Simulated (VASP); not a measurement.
The system is Au.

```
Au
1.0
     2.90000    0.00000    0.00000
    -1.45000    2.51147    0.00000
     0.00000    0.00000    4.88000
Au
2
Direct
  0.66667 0.33333 0.25000
  0.33333 0.66667 0.75000
```

This isn't the form of Au at room conditions, which is fcc.

```yaml
Program: VASP 6.6.1
Task: single point
Functional: PBE
Potentials_or_basis: VASP PAW PBE potentials, release 64 (Au)
Cutoff: 520 eV
k_mesh: 11 × 11 × 6
Occupations: fermi-dirac, width 0.05 eV
Spin: no spin polarisation
```

On this cell: pressure 1.6 GPa; largest force under 0.003 eV/Å; band gap on the k mesh none (metal or under the smearing width).

The same run follows on a disturbed copy (atoms moved at random, drawn with an rms of 0.05 Å):

```xyz
2
Lattice="2.9000 0.0000 0.0000 -1.4500 2.5115 0.0000 0.0000 0.0000 4.8800" Properties=species:S:1:pos:R:3 pbc="T T T"
Au    1.4853    0.8841    1.2259
Au   -0.0274    1.6658    3.6818
```

Q: What does the disturbed cell give?

A: The energy (extrapolated to zero smearing) moves by +0.9 meV/atom; pressure 1.7 GPa; largest force 0.103 eV/Å; band gap on the k mesh none (metal or under the smearing width).

Forces in eV/Å, atoms in the order of the input:
```
Au  -0.030 -0.018  0.096
Au   0.030  0.018 -0.096
```

Stress tensor (GPa, compression positive):
```
 2.03  0.19 -0.07
 0.19  1.75 -0.05
-0.07 -0.05  1.26
```
